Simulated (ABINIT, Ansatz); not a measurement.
# AlN (F-43m): one start, several treatments of the self-energy

How much does the gap of AlN (F-43m) depend on the approximation to the self-energy?

Main program and level: ABINIT 10.8.3; PBE and many-body steps on it, plane waves.

**1. The structure**

It takes space group F-43m (No. 216, cubic). The conventional cell has a = 4.368 Å, b = 4.368 Å, c = 4.368 Å, α = 90.00°, β = 90.00°, γ = 90.00°. Al has 4 N at 1.89 Å nearest. N has 4 Al at 1.89 Å nearest. Farther neighbours and most contacts between anions are not listed.

The cell and positions are those that the Materials Project relaxed with its own functionals (PBE, PBE+U or r2SCAN), kept fixed. This is not the form that AlN usually takes at ambient conditions.

**2. Empty states on the mesh, 8×8×8 mesh, 390 bands**

This step: ABINIT 10.8.3; DFT, PBE, plane waves, norm-conserving pseudopotentials.

The sums over transitions need many empty states on a uniform mesh; this step solves for them.

Input file run.abi:

```
acell 3*1.0 Angstrom
rprim 
  -0.000000000000 2.183993559600 2.183993559600
  2.183993559600 -0.000000000000 2.183993559600
  2.183993559600 2.183993559600 -0.000000000000
ntypat 2
znucl 13 7
natom 2
typat 1 2
xred 
  0.000000000000 0.000000000000 0.000000000000
  0.750000000000 0.750000000000 0.750000000000
pp_dirpath "pseudos"
pseudos "Al.upf, N.upf"
ecut 36
ngkpt 8 8 8
nshiftk 1
shiftk 0 0 0
kptopt 1
chksymbreak 0
irdden 1
istwfk *1
nband 390
prtvol 0
optdriver 6
gwr_task "HDIAGO"
paral_kgb 0
occopt 1
indata_prefix "in"
outdata_prefix "out"
tmpdata_prefix "tmp"
```

Command:

```sh
$ OMP_NUM_THREADS=1 mpirun -n 4 abinit run.abi > log
```

Log:

```text
.Version 10.8.3 of ABINIT. v10.8.2 released Aug 2026.

 Symmetries : space group F-4 3 m (#216); Bravais cF (face-center cubic)
[... echo of the input left out ...]
== DATASET  1 ==================================================================
-   mpi_nproc: 4, omp_nthreads: 1 (-1 if OMP is not activated)

--- !DatasetInfo
iteration_state: {dtset: 1, }
dimensions: {natom: 2, nkpt: 29, mband: 390, nsppol: 1, nspinor: 1, nspden: 1, mpw: 1475, }
cutoff_energies: {ecut:  36.0, pawecutdg:  -1.0, }
[...]
Indirect band gap semiconductor
 Fundamental gap:     3.325 (eV)
   VBM:     5.159 (eV) at k: [ 0.0000E+00,  0.0000E+00,  0.0000E+00]
   CBM:     8.483 (eV) at k: [ 5.0000E-01,  5.0000E-01,  0.0000E+00]
 Direct gap:         4.192 (eV) at k: [ 0.0000E+00,  0.0000E+00,  0.0000E+00]

== END DATASET(S) ==============================================================
================================================================================

 -outvars: echo values of variables after computation  --------
           etotal      0.0000000000E+00
            nband         390
             nkpt          29
          spgroup         216
 [... the other variables as echoed above ...]

 Calculation completed.
```

It took 28 s on 4 MPI ranks of Arm Neoverse V1, shared host; peak memory 0.73 GiB.

This step gave:

```yaml
gap: 3.325 eV
k_of_the_valence_top: 0, 0, 0
k_of_the_conduction_bottom: 0.5, 0.5, 0
least_direct_gap: 4.192 eV
k_points_computed: 29
lowest_point_of_the_top_converged_band_above_the_valence_top: 382.1157 eV
```

On this mesh the gap is 3.325 eV.

The density comes from a self-consistent run that is not shown.

**3. Screening, 8×8×8 mesh, 158 bands, screening to 283 eV**

The RPA dielectric matrix is built and inverted for each q.

This step: RPA screening on PBE, plane waves, norm-conserving pseudopotentials.

run.abi, as its differences from that of step 2:

```diff
@@ -20,10 +20,11 @@
 chksymbreak 0
-irdden 1
 istwfk *1
-nband 390
-prtvol 0
-optdriver 6
-gwr_task "HDIAGO"
-paral_kgb 0
 occopt 1
+irdwfk 1
+optdriver 3
+nband 158
+ecuteps 10.4
+inclvkb 2
+awtr 1
+symchi 1
 indata_prefix "in"
```

Log:

```text
.Version 10.8.3 of ABINIT. v10.8.2 released Aug 2026.

 Symmetries : space group F-4 3 m (#216); Bravais cF (face-center cubic)
[... echo of the input left out ...]
== DATASET  1 ==================================================================
-   mpi_nproc: 4, omp_nthreads: 1 (-1 if OMP is not activated)

--- !DatasetInfo
iteration_state: {dtset: 1, }
dimensions: {natom: 2, nkpt: 29, mband: 158, nsppol: 1, nspinor: 1, nspden: 1, mpw: 1475, }
cutoff_energies: {ecut:  36.0, pawecutdg:  -1.0, }
electrons: {nelect:   8.00000000E+00, charge:   0.00000000E+00, occopt:   1.00000000E+00, tsmear:   1.00000000E-02, }

 SCREENING: Calculation of the susceptibility and dielectric matrices

 Based on a program developped by R.W. Godby, V. Olevano, G. Onida, and L. Reining.
 Incorporated in ABINIT by V. Olevano, G.-M. Rignanese, and M. Torrent.
.Using double precision arithmetic ; gwpc =  8

[... cell and pseudopotentials left out ...]
--------------------------------------------------------------------------------

 ==== K-mesh for the wavefunctions ====
 Number of points in the irreducible wedge :    29
[... list of points left out ...]
 Together with 24 symmetry operations and time-reversal symmetry
 yields   512 points in the full Brillouin Zone.

 ==== Q-mesh for the screening function ====
 Number of points in the irreducible wedge :    29
[... list of points left out ...]
 Together with 24 symmetry operations and time-reversal symmetry
 yields   512 points in the full Brillouin Zone.

 setmesh: FFT mesh size selected  =    25x   25x   25
          total number of points  =        15625

 vcoul_init : cutoff-mode = AUXILIARY_FUNCTION
 q-points for optical limit:   1
     1)      0.000010    0.000020    0.000030

- screening: taking advantage of time-reversal symmetry
- Maximum band index for partially occupied states nbvw = 4
- Remaining bands to be divided among processors   nbcw = 154
- Number of bands treated by each node ~38

 Number of electrons calculated from density =    8.0000; Expected =    8.0000
 average of density, n =  0.056900
 r_s =    1.6129
 omega_plasma =   23.0097 [eV]

 calculating chi0 at frequencies [eV] :
  1    0.000000E+00    0.000000E+00
  2    0.000000E+00    2.300966E+01

--------------------------------------------------------------------------------
  q-point number  1        q = ( 0.000000, 0.000000, 0.000000) [r.l.u.]
--------------------------------------------------------------------------------
[... chi0 elements left out ...]
 For q-point:  0.000010 0.000020 0.000030
  dielectric constant =   4.2700
  dielectric constant without local fields =   4.7098

  Average fulfillment of the sum rule on Im[epsilon] for q-point    1 :     94.04  [%]
[... wings left out ...]
  q-point number  2        q = ( 0.125000, 0.000000, 0.000000) [r.l.u.]
--------------------------------------------------------------------------------
[... chi0 elements left out ...]
  Average fulfillment of the sum rule on Im[epsilon] for q-point    2 :     98.23  [%]

 [... 27 further q-points ...]
```

Elapsed: 5.7 min, on 4 MPI ranks; peak memory 1.9 GiB; 23 min of CPU time.

This step gave:

* ε∞ with local fields, on this mesh, along the program's q direction: 4.27
* the same without local fields: 4.710
* plasma frequency: 23.01 eV
* plane waves in the screening matrix: 229

Local fields lower ε∞ by 9 %.

**4. G0W0, Godby-Needs plasmon pole**

The self-energy is evaluated for the states that the input lists, and the levels follow from it, in one-shot runs by the linearised quasiparticle equation.

This step: G0W0 on PBE, plane waves, norm-conserving pseudopotentials.

run.abi, as its differences from that of step 3:

```diff
@@ -23,8 +23,17 @@
 irdwfk 1
-optdriver 3
+optdriver 4
 nband 158
+gwcalctyp 0
+ecutsigx 36
+symsigma 1
+nkptgw 2
+kptgw 
+  0.0000000000 0.0000000000 0.0000000000
+  0.5000000000 0.5000000000 0.0000000000
+bdgw 
+  2 8
+  3 6
 ecuteps 10.4
-inclvkb 2
-awtr 1
-symchi 1
+irdscr 1
+ppmodel 1
 indata_prefix "in"
```

Log:

```text
.Version 10.8.3 of ABINIT. v10.8.2 released Aug 2026.

 Symmetries : space group F-4 3 m (#216); Bravais cF (face-center cubic)
[... echo of the input left out ...]
== DATASET  1 ==================================================================
-   mpi_nproc: 4, omp_nthreads: 1 (-1 if OMP is not activated)

--- !DatasetInfo
iteration_state: {dtset: 1, }
dimensions: {natom: 2, nkpt: 29, mband: 158, nsppol: 1, nspinor: 1, nspden: 1, mpw: 1475, }
cutoff_energies: {ecut:  36.0, pawecutdg:  -1.0, }
electrons: {nelect:   8.00000000E+00, charge:   0.00000000E+00, occopt:   1.00000000E+00, tsmear:   1.00000000E-02, }

 SIGMA: Calculation of the GW corrections

 Based on a program developped by R.W. Godby, V. Olevano, G. Onida, and L. Reining.
 Incorporated in ABINIT by V. Olevano, G.-M. Rignanese, and M. Torrent.
.Using double precision arithmetic ; gwpc =  8

[... cell and pseudopotentials left out ...]
--------------------------------------------------------------------------------

 ==== K-mesh for the wavefunctions ====
 Number of points in the irreducible wedge :    29
[... list of points left out ...]
 Together with 24 symmetry operations and time-reversal symmetry
 yields   512 points in the full Brillouin Zone.

 ==== Q-mesh for screening function ====
 Number of points in the irreducible wedge :    29
[... list of points left out ...]
 Together with 24 symmetry operations and time-reversal symmetry
 yields   512 points in the full Brillouin Zone.

 vcoul_init : cutoff-mode = AUXILIARY_FUNCTION
 q-points for optical limit:   1
     1)      0.000010    0.000020    0.000030
 setmesh: FFT mesh size selected  =    32x   32x   32
          total number of points  =        32768

 Number of electrons calculated from density =    8.0000; Expected =    8.0000
 average of density, n =  0.056900
 r_s =    1.6129
 omega_plasma =   23.0097 [eV]

 === KS Band Gaps ===
  >>>> For spin  1
   Minimum direct gap =   4.1921 [eV], located at k-point      :   0.0000  0.0000  0.0000
   Fundamental gap    =   3.3248 [eV], Top of valence bands at :   0.0000  0.0000  0.0000
                                       Bottom of conduction at :   0.5000  0.5000  0.0000
 SIGMA fundamental parameters:
 PLASMON POLE MODEL  1
 number of plane-waves for SigmaX                 1459
 number of plane-waves for SigmaC and W            229
 number of plane-waves for wavefunctions          1459
 number of bands                                   158
 number of independent spin polarizations            1
 number of spinorial components                      1
 number of k-points in IBZ                          29
 number of q-points in IBZ                          29
 number of symmetry operations                      24
 number of k-points in BZ                          512
 number of q-points in BZ                          512
 number of frequencies for dSigma/dE                 9
 frequency step for dSigma/dE [eV]                0.25
 number of omega for Sigma on real axis              0
 max omega for Sigma on real axis  [eV]           0.00
 zcut for avoiding poles [eV]                     0.10

 EPSILON^-1 parameters (SCR file):
 dimension of the eps^-1 matrix on file            229
 dimension of the eps^-1 matrix used               229
 number of plane-waves for wavefunctions          1459
 number of bands                                   158
 number of q-points in IBZ                          29
 number of frequencies                               2
 number of real frequencies                          1
 number of imag frequencies                          1

 matrix elements of self-energy operator (all in [eV])

 Perturbative Calculation

--- !SelfEnergy_ee
iteration_state: {dtset: 1, }
kpoint     : [   0.000,    0.000,    0.000, ]
spin       : 1
KS_gap     :    4.192
QP_gap     :    5.609
Delta_QP_KS:    1.417
data: !SigmaeeData |
     Band     E0 <VxcDFT>   SigX SigC(E0)      Z dSigC/dE  Sig(E)    E-E0       E
        2   5.159 -16.959 -20.982   2.819   0.784  -0.275 -17.903  -0.945   4.214
        3   5.159 -16.959 -20.982   2.819   0.784  -0.275 -17.903  -0.945   4.214
        4   5.159 -16.959 -20.982   2.819   0.784  -0.275 -17.903  -0.945   4.214
        5   9.351 -12.532  -8.117  -3.836   0.815  -0.227 -12.060   0.472   9.823
        6  17.748  -9.893  -4.100  -5.094   0.822  -0.217  -9.318   0.575  18.323
        7  17.748  -9.893  -4.100  -5.094   0.822  -0.217  -9.318   0.575  18.323
        8  17.748  -9.893  -4.100  -5.094   0.822  -0.217  -9.318   0.575  18.323

--- !SelfEnergy_ee
iteration_state: {dtset: 1, }
kpoint     : [   0.500,    0.500,    0.000, ]
spin       : 1
KS_gap     :    5.100
QP_gap     :    6.636
Delta_QP_KS:    1.536
data: !SigmaeeData |
     Band     E0 <VxcDFT>   SigX SigC(E0)      Z dSigC/dE  Sig(E)    E-E0       E
        3   3.383 -15.431 -20.140   3.147   0.781  -0.281 -16.650  -1.219   2.164
        4   3.383 -15.431 -20.140   3.147   0.781  -0.281 -16.650  -1.219   2.164
        5   8.483  -9.207  -5.053  -3.775   0.836  -0.196  -8.890   0.317   8.801
        6  13.810  -9.462  -4.398  -4.401   0.838  -0.193  -8.906   0.555  14.365

== END DATASET(S) ==============================================================
================================================================================

 -outvars: echo values of variables after computation  --------
           etotal      0.0000000000E+00
            nband         158
             nkpt          29
          spgroup         216
 [... the other variables as echoed above ...]

 Calculation completed.
```

Wall time 48 s (4 MPI ranks); peak memory 1.9 GiB.

Numbers from this step:

- G0W0 gap on the points computed: 4.587 eV
- starting gap on the mesh: 3.325 eV
- k of the valence top: 0, 0, 0
- k of the conduction bottom: 0.5, 0.5, 0
- Z at the valence top: 0.784
- Z at the conduction bottom: 0.836
- least direct G0W0 gap on the computed points: 5.609 eV

The gap on the mesh goes from 3.32 eV to 4.59 eV, a correction of +1.26 eV.

**5. G0W0, von der Linden-Horsch plasmon pole**

run.abi, as its differences from that of step 4:

```diff
@@ -37,3 +37,3 @@
 irdscr 1
-ppmodel 1
+ppmodel 3
 indata_prefix "in"
```

Log:

```text
.Version 10.8.3 of ABINIT. v10.8.2 released Aug 2026.

 Symmetries : space group F-4 3 m (#216); Bravais cF (face-center cubic)
[... echo of the input left out ...]
== DATASET  1 ==================================================================
-   mpi_nproc: 4, omp_nthreads: 1 (-1 if OMP is not activated)

--- !DatasetInfo
iteration_state: {dtset: 1, }
dimensions: {natom: 2, nkpt: 29, mband: 158, nsppol: 1, nspinor: 1, nspden: 1, mpw: 1475, }
cutoff_energies: {ecut:  36.0, pawecutdg:  -1.0, }
electrons: {nelect:   8.00000000E+00, charge:   0.00000000E+00, occopt:   1.00000000E+00, tsmear:   1.00000000E-02, }

 SIGMA: Calculation of the GW corrections

 Based on a program developped by R.W. Godby, V. Olevano, G. Onida, and L. Reining.
 Incorporated in ABINIT by V. Olevano, G.-M. Rignanese, and M. Torrent.
.Using double precision arithmetic ; gwpc =  8

[... cell and pseudopotentials left out ...]
--------------------------------------------------------------------------------

 ==== K-mesh for the wavefunctions ====
 Number of points in the irreducible wedge :    29
[... list of points left out ...]
 Together with 24 symmetry operations and time-reversal symmetry
 yields   512 points in the full Brillouin Zone.

 ==== Q-mesh for screening function ====
 Number of points in the irreducible wedge :    29
[... list of points left out ...]
 Together with 24 symmetry operations and time-reversal symmetry
 yields   512 points in the full Brillouin Zone.

 vcoul_init : cutoff-mode = AUXILIARY_FUNCTION
 q-points for optical limit:   1
     1)      0.000010    0.000020    0.000030
 setmesh: FFT mesh size selected  =    32x   32x   32
          total number of points  =        32768

 Number of electrons calculated from density =    8.0000; Expected =    8.0000
[...]
number of omega for Sigma on real axis              0
 max omega for Sigma on real axis  [eV]           0.00
 zcut for avoiding poles [eV]                     0.10

 EPSILON^-1 parameters (SCR file):
 dimension of the eps^-1 matrix on file            229
 dimension of the eps^-1 matrix used               229
 number of plane-waves for wavefunctions          1459
 number of bands                                   158
 number of q-points in IBZ                          29
 number of frequencies                               2
 number of real frequencies                          1
 number of imag frequencies                          1

 matrix elements of self-energy operator (all in [eV])

 Perturbative Calculation

--- !SelfEnergy_ee
iteration_state: {dtset: 1, }
kpoint     : [   0.000,    0.000,    0.000, ]
spin       : 1
KS_gap     :    4.192
QP_gap     :    5.726
Delta_QP_KS:    1.534
data: !SigmaeeData |
     Band     E0 <VxcDFT>   SigX SigC(E0)      Z dSigC/dE  Sig(E)    E-E0       E
        2   5.159 -16.959 -20.982   2.308   0.837  -0.195 -18.394  -1.435   3.723
        3   5.159 -16.959 -20.982   2.308   0.837  -0.195 -18.394  -1.435   3.723
        4   5.159 -16.959 -20.982   2.308   0.837  -0.195 -18.394  -1.435   3.723
[...]
--- !SelfEnergy_ee
iteration_state: {dtset: 1, }
kpoint     : [   0.500,    0.500,    0.000, ]
spin       : 1
KS_gap     :    5.100
QP_gap     :    6.755
Delta_QP_KS:    1.654
data: !SigmaeeData |
     Band     E0 <VxcDFT>   SigX SigC(E0)      Z dSigC/dE  Sig(E)    E-E0       E
[...]
5   8.483  -9.207  -5.053  -4.315   0.878  -0.139  -9.348  -0.140   8.343
        6  13.810  -9.462  -4.398  -4.916   0.880  -0.136  -9.332   0.130  13.940

== END DATASET(S) ==============================================================
================================================================================

 -outvars: echo values of variables after computation  --------
           etotal      0.0000000000E+00
            nband         158
             nkpt          29
          spgroup         216
 [... the other variables as echoed above ...]

 Calculation completed.
```

Elapsed: 16 s, on 4 MPI ranks; peak memory 1.8 GiB.

Numbers from this step:

| Item | Value |
| --- | --- |
| G0W0 gap on the points computed | 4.62 eV |
| starting gap on the mesh | 3.325 eV |
| k of the valence top | 0, 0, 0 |
| k of the conduction bottom | 0.5, 0.5, 0 |
| Z at the valence top | 0.837 |
| Z at the conduction bottom | 0.878 |
| least direct G0W0 gap on the computed points | 5.726 eV |

Against G0W0 in ABINIT (8×8×8 mesh, 158 bands, screening to 283 eV, Godby-Needs plasmon pole), the gap moves by +0.033 eV.

**6. G0W0, Engel-Farid plasmon pole**

run.abi, as its differences from that of step 5:

```diff
@@ -37,3 +37,3 @@
 irdscr 1
-ppmodel 3
+ppmodel 4
 indata_prefix "in"
```

Log:

```text
.Version 10.8.3 of ABINIT. v10.8.2 released Aug 2026.

 Symmetries : space group F-4 3 m (#216); Bravais cF (face-center cubic)
[... echo of the input left out ...]
== DATASET  1 ==================================================================
-   mpi_nproc: 4, omp_nthreads: 1 (-1 if OMP is not activated)

--- !DatasetInfo
iteration_state: {dtset: 1, }
dimensions: {natom: 2, nkpt: 29, mband: 158, nsppol: 1, nspinor: 1, nspden: 1, mpw: 1475, }
cutoff_energies: {ecut:  36.0, pawecutdg:  -1.0, }
[...]
Band     E0 <VxcDFT>   SigX SigC(E0)      Z dSigC/dE  Sig(E)    E-E0       E
[...]
5   8.483  -9.207  -5.053  -3.991   0.846  -0.182  -9.069   0.138   8.622
        6  13.810  -9.462  -4.398  -4.597   0.848  -0.180  -9.067   0.395  14.205

== END DATASET(S) ==============================================================
================================================================================

 -outvars: echo values of variables after computation  --------
           etotal      0.0000000000E+00
            nband         158
             nkpt          29
          spgroup         216
 [... the other variables as echoed above ...]

 Calculation completed.
```

Wall time 16 s (4 MPI ranks); peak memory 1.8 GiB; 64 s of CPU time.

This step gave:

```
G0W0 gap on the points computed              : 4.810 eV
starting gap on the mesh                     : 3.325 eV
k of the valence top                         : 0, 0, 0
k of the conduction bottom                   : 0.5, 0.5, 0
least direct G0W0 gap on the computed points : 5.753 eV
```

Against G0W0 in ABINIT (8×8×8 mesh, 158 bands, screening to 283 eV, Godby-Needs plasmon pole), the gap moves by +0.223 eV.

[end of part 1 of 2]

[Paths, hosts, dates, memory and timing lines, banners, echoed tables and standing remarks are left out of the program output.]

[Logs are printed without paths, hosts, clocks, repeated set-up lines and the standing remarks that a program may print on its own settings, such as how far it seeks lower states.]

[Runs of the session that timed out or met a known fault of the program may be left out.]

[Hosts, paths, dates, database ids (printed as entryN), source tags and the programs' standing remarks are cut or masked in the printed files.]

[G0W0 gaps are taken among the corrected bands and points alone; a level outside them can change the order at an edge.]

[Where Ansatz stands beside ABINIT at settings called matched, ABINIT's density can come from a denser mesh and the files from another edition; pairs whose starting gaps differed by over 0.03 eV were left out, so agreement reads better than it is.]
